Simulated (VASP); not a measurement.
# CdSe in VASP: one cell, several levels of theory, part 2 of 2

VASP 6.6.1, plane waves, PAW. The steps go on from the part before.

### 3 r2SCAN at this geometry

The input, INCAR:

```
ENCUT = 520.000000
SIGMA = 0.010000
EDIFF = 1.00e-07
ALGO = Normal
METAGGA = R2SCAN
PREC = Accurate
IBRION = -1
ISIF = 2
ISMEAR = 0
NBANDS = 16
NELM = 120
NSW = 0
LASPH = .TRUE.
LCHARG = .TRUE.
LELF = .TRUE.
LWAVE = .FALSE.
LREAL = .FALSE.
```

The input, KPOINTS:

```
KPOINTS created by Atomic Simulation Environment
0
Gamma
8 8 8
0 0 0
```

The input, KPOINTS_OPT:

```
special points
6
Reciprocal
0.0000000000 0.0000000000 0.0000000000 1
-0.5000000000 -0.5000000000 0.0000000000 1
-0.3750000000 -0.3750000000 0.2500000000 1
-0.3750000000 0.0000000000 0.3750000000 1
0.0000000000 0.0000000000 0.5000000000 1
-0.5000000000 -0.2500000000 0.2500000000 1
```

The input, POSCAR:

```
Cd Se
 1.0000000000000000
     0.0000000000000000    3.0984587751000001    3.0984587751000001
     3.0984587751000001    0.0000000000000000    3.0984587751000001
     3.0984587751000001    3.0984587751000001    0.0000000000000000
 Cd  Se
   1   1
Cartesian
  0.0000000000000000  0.0000000000000000  0.0000000000000000
  1.5492293875500001  1.5492293875500001  1.5492293875500001
```

On the command line:

```
> mpirun -np 1 vasp_std
```

Printed to the terminal (iteration lines stand in OSZICAR):

```text
POSCAR found type information on POSCAR CdSe
 POSCAR found :  2 types and       2 ions
 -----------------------------------------------------------------------------
|                                                                             |
|                                                                             |
|     You enforced a specific xc type in the INCAR file but a different       |
|     I HOPE YOU KNOW WHAT YOU ARE DOING!                                     |
|                                                                             |
 -----------------------------------------------------------------------------

 LDA part: xc-table for (None), standard interpolation
 POSCAR, INCAR and KPOINTS ok, starting setup
 FFT: planning ... GRIDC
 FFT: planning ... GRID_SOFT
 FFT: planning ... GRID
 WAVECAR not read
 entering main loop
 Start KPOINTS_OPT (optional k-point list driver)
k-point batch [1-6\6]
```

OSZICAR:

```text
N       E                     dE             d eps       ncg     rms          rms(c)
DAV:   1     0.750894554269E+02    0.75089E+02   -0.88048E+03   944   0.103E+03
DAV:   2    -0.364259390808E+02   -0.11152E+03   -0.10533E+03  1088   0.249E+02
DAV:   3    -0.407930348706E+02   -0.43671E+01   -0.43567E+01  1120   0.518E+01
DAV:   4    -0.408117087406E+02   -0.18674E-01   -0.18673E-01  1160   0.338E+00
DAV:   5    -0.408118366529E+02   -0.12791E-03   -0.12791E-03  1152   0.244E-01    0.523E+00
DAV:   6    -0.359268142118E+02    0.48850E+01   -0.30798E+00   952   0.233E+01    0.709E+00
DAV:   7    -0.358923985063E+02    0.34416E-01   -0.21371E-01  1088   0.465E+00    0.415E+00
DAV:   8    -0.359050375676E+02   -0.12639E-01   -0.74114E-02  1152   0.280E+00    0.798E-01
DAV:   9    -0.359097662912E+02   -0.47287E-02   -0.77005E-03  1160   0.695E-01    0.229E-01
DAV:  10    -0.359098150134E+02   -0.48722E-04   -0.24228E-03  1200   0.478E-01    0.129E-01
DAV:  11    -0.359097582893E+02    0.56724E-04   -0.12884E-04  1056   0.156E-01    0.645E-02
DAV:  12    -0.359097480139E+02    0.10275E-04   -0.17113E-04  1136   0.153E-01    0.225E-02
DAV:  13    -0.359097453855E+02    0.26284E-05   -0.62872E-06  1072   0.357E-02    0.564E-03
DAV:  14    -0.359097447347E+02    0.65083E-06   -0.11224E-06  1104   0.122E-02    0.899E-04
DAV:  15    -0.359097447432E+02   -0.84954E-08   -0.82092E-08   640   0.367E-03
   1 F= -.35909745E+02 E0= -.35909745E+02  d E =-.989880E-37
       N       E                     dE             ncg
DAV:   1     0.123713613297E+04   -0.28275E+04      200
DAV:   2     0.604206761808E+03   -0.63293E+03      232
DAV:   3     0.580620229073E+03   -0.23587E+02      256
DAV:   4     0.580530976092E+03   -0.89253E-01      232
DAV:   5     0.580530320842E+03   -0.65525E-03      256
DAV:   6     0.580530312488E+03   -0.83545E-05      240
DAV:   7     0.580530312356E+03   -0.13179E-06      248
DAV:   8     0.580530312354E+03   -0.22096E-08      192
```

From OUTCAR:

```text
k-points           NKPTS =     29   k-points in BZ     NKDIM =     29   number of bands    NBANDS=     16

   NELECT =      18.0000    total number of electrons

   dimension x,y,z NGX =    36 NGY =   36 NGZ =   36
   dimension x,y,z NGXF=    72 NGYF=   72 NGZF=   72

  energy-cutoff  :      520.00
  volume of cell :       59.49
      direct lattice vectors                 reciprocal lattice vectors
     0.000000000  3.098458775  3.098458775    -0.161370551  0.161370551  0.161370551
     3.098458775  0.000000000  3.098458775     0.161370551 -0.161370551  0.161370551
     3.098458775  3.098458775  0.000000000     0.161370551  0.161370551 -0.161370551

 k-points in reciprocal lattice and weights: KPOINTS created by Atomic Simulation Env
   0.00000000  0.00000000  0.00000000       0.002
   0.12500000  0.00000000  0.00000000       0.016
   0.25000000  0.00000000  0.00000000       0.016
   0.37500000  0.00000000  0.00000000       0.016
   0.50000000  0.00000000  0.00000000       0.008
   0.12500000  0.12500000  0.00000000       0.012
   0.25000000  0.12500000  0.00000000       0.047
   0.37500000  0.12500000  0.00000000       0.047
[... 21 more k-points ...]

 E-fermi :   0.2997

 k-point     1 :       0.0000    0.0000    0.0000
  band No.  band energies     occupation
      1     -12.4972      2.00000
      2      -7.7843      2.00000
      3      -7.7843      2.00000
      4      -7.7843      2.00000
      5      -7.4439      2.00000
      6      -7.4439      2.00000
      7       0.2131      2.00000
      8       0.2131      2.00000
      9       0.2131      2.00000
     10       1.1725      0.00000
     11       6.6792      0.00000
     12       6.6792      0.00000
     13       6.6792      0.00000
     14      10.2761      0.00000
     15      11.7336      0.00000
     16      11.7336      0.00000

 k-point     2 :       0.1250    0.0000    0.0000
  band No.  band energies     occupation
      1     -12.4492      2.00000
      2      -7.7689      2.00000
      3      -7.7689      2.00000
      4      -7.7359      2.00000
      5      -7.4445      2.00000
      6      -7.4445      2.00000
      7      -0.8719      2.00000
      8       0.1007      2.00000
      9       0.1007      2.00000
     10       2.0882      0.00000
     11       6.4096      0.00000
     12       6.8720      0.00000
     13       6.8720      0.00000
     14      10.9659      0.00000
     15      10.9659      0.00000
     16      11.0320      0.00000

 k-point     3 :       0.2500    0.0000    0.0000
  band No.  band energies     occupation
      1     -12.3321      2.00000
      2      -7.7350      2.00000
      3      -7.7350      2.00000
      4      -7.5787      2.00000
      5      -7.4417      2.00000
      6      -7.4417      2.00000
      7      -2.2764      2.00000
      8      -0.1499      2.00000
      9      -0.1499      2.00000
     10       2.8452      0.00000
     11       6.5320      0.00000
     12       7.1634      0.00000
     13       7.1634      0.00000
     14      10.6786      0.00000
     15      10.7268      0.00000
     16      10.7268      0.00000

 k-point     4 :       0.3750    0.0000    0.0000
  band No.  band energies     occupation
      1     -12.2140      2.00000
      2      -7.7074      2.00000
      3      -7.7074      2.00000
      4      -7.4310      2.00000
      5      -7.4310      2.00000
      6      -7.3309      2.00000
      7      -3.4137      2.00000
      8      -0.3780      2.00000
      9      -0.3780      2.00000
     10       3.0041      0.00000
     11       7.1761      0.00000
     12       7.1761      0.00000
     13       7.3781      0.00000
     14      10.3820      0.00000
     15      11.6254      0.00000
     16      11.6254      0.00000

 k-point     5 :       0.5000    0.0000    0.0000
  band No.  band energies     occupation
      1     -12.1649      2.00000
      2      -7.6983      2.00000
      3      -7.6983      2.00000
      4      -7.4238      2.00000
      5      -7.4238      2.00000
      6      -7.1803      2.00000
      7      -3.8862      2.00000
      8      -0.4673      2.00000
      9      -0.4673      2.00000
     10       2.9929      0.00000
     11       7.1212      0.00000
     12       7.1212      0.00000
     13       7.8576      0.00000
     14      10.6023      0.00000
     15      12.8241      0.00000
     16      12.8241      0.00000

 k-point     6 :       0.1250    0.1250    0.0000
  band No.  band energies     occupation
      1     -12.4332      2.00000
      2      -7.7539      2.00000
      3      -7.7539      2.00000
      4      -7.7398      2.00000
      5      -7.4531      2.00000
      6      -7.4365      2.00000
      7      -0.9049      2.00000
      8      -0.0902      2.00000
      9      -0.0902      2.00000
     10       2.4136      0.00000
     11       5.9444      0.00000
     12       7.1504      0.00000
     13       7.1504      0.00000
     14       9.8173      0.00000
     15      11.5060      0.00000
     16      11.8764      0.00000

 k-point     7 :       0.2500    0.1250    0.0000
  band No.  band energies     occupation
      1     -12.3394      2.00000
      2      -7.7302      2.00000
      3      -7.7178      2.00000
      4      -7.6267      2.00000
      5      -7.4537      2.00000
      6      -7.4294      2.00000
      7      -1.9436      2.00000
      8      -0.3825      2.00000
      9      -0.3416      2.00000
     10       3.2113      0.00000
     11       5.6928      0.00000
     12       7.3732      0.00000
     13       7.5886      0.00000
     14       9.4455      0.00000
     15      11.6721      0.00000
     16      12.0348      0.00000

 k-point     8 :       0.3750    0.1250    0.0000
  band No.  band energies     occupation
      1     -12.2219      2.00000
      2      -7.7032      2.00000
      3      -7.6867      2.00000
      4      -7.4810      2.00000
      5      -7.4215      2.00000
      6      -7.3653      2.00000
      7      -3.0658      2.00000
      8      -0.6758      2.00000
      9      -0.6000      2.00000
     10       3.5735      0.00000
     11       6.1990      0.00000
     12       7.2905      0.00000
     13       7.6888      0.00000
     14      10.2819      0.00000
     15      11.6632      0.00000
     16      12.2314      0.00000

 k-point     9 :       0.5000    0.1250    0.0000
  band No.  band energies     occupation
      1     -12.1501      2.00000
      2      -7.6878      2.00000
      3      -7.6761      2.00000
      4      -7.4461      2.00000
      5      -7.4215      2.00000
      6      -7.1701      2.00000
      7      -3.7457      2.00000
      8      -0.9534      2.00000
      9      -0.6370      2.00000
     10       3.6062      0.00000
     11       6.4566      0.00000
     12       7.5259      0.00000
     13       7.9152      0.00000
     14      10.8838      0.00000
     15      12.1086      0.00000
     16      12.8771      0.00000

 k-point    10 :      -0.3750    0.1250    0.0000
  band No.  band energies     occupation
      1     -12.1663      2.00000
      2      -7.6867      2.00000
      3      -7.6861      2.00000
      4      -7.4365      2.00000
      5      -7.4358      2.00000
      6      -7.2182      2.00000
      7      -3.5934      2.00000
      8      -1.0393      2.00000
      9      -0.4784      2.00000
     10       3.6152      0.00000
     11       6.6068      0.00000
     12       7.4092      0.00000
     13       7.6631      0.00000
     14      11.2240      0.00000
     15      11.2965      0.00000
     16      12.6275      0.00000

 k-point    11 :      -0.2500    0.1250    0.0000
  band No.  band energies     occupation
      1     -12.2610      2.00000
      2      -7.7154      2.00000
      3      -7.7016      2.00000
      4      -7.4905      2.00000
      5      -7.4517      2.00000
      6      -7.4054      2.00000
      7      -2.7245      2.00000
      8      -0.8678      2.00000
      9      -0.1988      2.00000
     10       3.4967      0.00000
     11       6.4745      0.00000
     12       7.0666      0.00000
     13       7.3102      0.00000
     14      10.1442      0.00000
     15      11.3198      0.00000
     16      12.2231      0.00000

 k-point    12 :      -0.1250    0.1250    0.0000
  band No.  band energies     occupation
      1     -12.3782      2.00000
      2      -7.7516      2.00000
      3      -7.7343      2.00000
      4      -7.6601      2.00000
      5      -7.4525      2.00000
      6      -7.4348      2.00000
      7      -1.6403      2.00000
      8      -0.4170      2.00000
      9       0.0506      2.00000
     10       2.8528      0.00000
     11       6.1416      0.00000
     12       7.0233      0.00000
     13       7.2206      0.00000
     14      10.1034      0.00000
     15      10.8592      0.00000
     16      12.0033      0.00000

[... the tables of k-points 13 to 29 left out ...]

  Total       -0.4734221     -0.4734221     -0.4734221      0.0000000      0.0000000     -0.0000000
  in kB      -12.7494659    -12.7494659    -12.7494659      0.0000000      0.0000000     -0.0000000
  external PRESSURE =     -12.7494659 kB  Pullay stress =       0.0000000 kB

 POSITION                                       TOTAL-FORCE (eV/Angst)
 -----------------------------------------------------------------------------------
      0.00000      0.00000      0.00000        -0.000000     -0.000000     -0.000000
      1.54923      1.54923      1.54923         0.000000      0.000000      0.000000
 -----------------------------------------------------------------------------------
    total drift:                               -0.000000     -0.000000     -0.000000

  FREE ENERGIE OF THE ION-ELECTRON SYSTEM (eV)
  ---------------------------------------------------
  free  energy   TOTEN  =       -35.9097447432 eV

  energy  without entropy=      -35.9097447432  energy(sigma->0) =      -35.90974474
```

Wall time 84 s (1 MPI rank of Intel Xeon Platinum 8488C, shared host); peak memory 0.23 GiB.

The levels at the points of KPOINTS_OPT are read from vasprun.xml.

Band energies at the special points (eV, zero at the top of v, the last band that the electrons fill by count):

| point | v−1 | v | c | c+1 |
| --- | --- | --- | --- | --- |
| Γ | 0.00 | 0.00 | 0.96 | 6.47 |
| X | -1.70 | -1.70 | 3.55 | 4.09 |
| U | -2.33 | -1.39 | 4.09 | 5.43 |
| K | -2.33 | -1.39 | 4.09 | 5.43 |
| L | -0.68 | -0.68 | 2.78 | 6.91 |
| W | -2.08 | -2.01 | 5.28 | 5.51 |

Gap with r2SCAN: 0.96 eV, direct (Γ). The pressure is -1.27 GPa; the forces vanish within 0.01 eV/Å.

The maps below are laid out on this run's own conventional cell (a, b, c = 6.197, 6.197, 6.197 Å).

Density in a lattice plane of the grid's cell (edges 6.20 and 6.20 Å, at 0.000 of the third edge), which holds Cd.

Ten even steps from ' ' (0.01 e/Å³) to '@' (10.00 e/Å³):
```
##++--..                                  ..--++
--::..                                      ..::
                                                
                                                
                                                
                                                
                                                
                    ..::--::..                  
                  ..--++##++--..                
                  ..==##@@##==..                
                  ..--++##++--..                
                    ..::--::..                  
                                                
                                                
                                                
                                                
                                                
--::..                                      ..::
##++--..                                  ..--++
@@##==..                                  ..==##
```
Columns run along the first of these edges and rows up along the second, over one cell in 24 and 20 even steps from the bottom left corner. Atoms in the plane (fractional): Cd at (0.00, 0.00), Cd at (0.50, 0.50).

ELF in the same plane.

Ten even steps from ' ' (0.01) to '@' (0.51):
```
    ::++--::::..                  ..::::--++::  
::--====--------::..          ..::--------====--
====--::--==****++--..      ..--++****==--::--==
::::::--++##@@%%##==::......::==##%%@@##++--::::
..::::==##@@@@@@##==::::..::::==##@@@@@@##==::::
....::==##%%@@##++--::::::::::--++##@@%%##==::..
    ..--++****==--::--======--::--==****++--..  
      ..::--------====--::--====--------::..    
          ..::::--++::      ::++--::::..        
          ....::====..  ..  ..====::....        
          ..::::--++::      ::++--::::..        
      ..::--------====--::--====--------::..    
    ..--++****==--::--======--::--==****++--..  
....::==##%%@@##++--::::::::::--++##@@%%##==::..
..::::==##@@@@@@##==::::..::::==##@@@@@@##==::::
::::::--++##@@%%##==::......::==##%%@@##++--::::
====--::--==****++--..      ..--++****==--::--==
::--====--------::..          ..::--------====--
    ::++--::::..                  ..::::--++::  
..  ..====::....                  ....::====..  
```
Columns run along the first of these edges and rows up along the second, over one cell in 24 and 20 even steps from the bottom left corner. Atoms in the plane (fractional): Cd at (0.00, 0.00), Cd at (0.50, 0.50).

Both are smooth fields of the valence electrons: close to the nuclei they are not physical.

Outside the cores ELF peaks at 0.88 in the shell around Se, 0.8 Å from Se.

### 4 What came out

The summary covers parts 1 to 2.

| level | gap (eV) | pressure (GPa) |
| --- | --- | --- |
| PBE | 0.49 | 0.22 |
| r2SCAN | 0.96 | -1.27 |

The gap runs from 0.49 eV (PBE) to 0.96 eV (r2SCAN). At this one volume the pressure spans -1.3 GPa (r2SCAN) to 0.2 GPa (PBE): PBE wants the largest cell and r2SCAN the smallest.
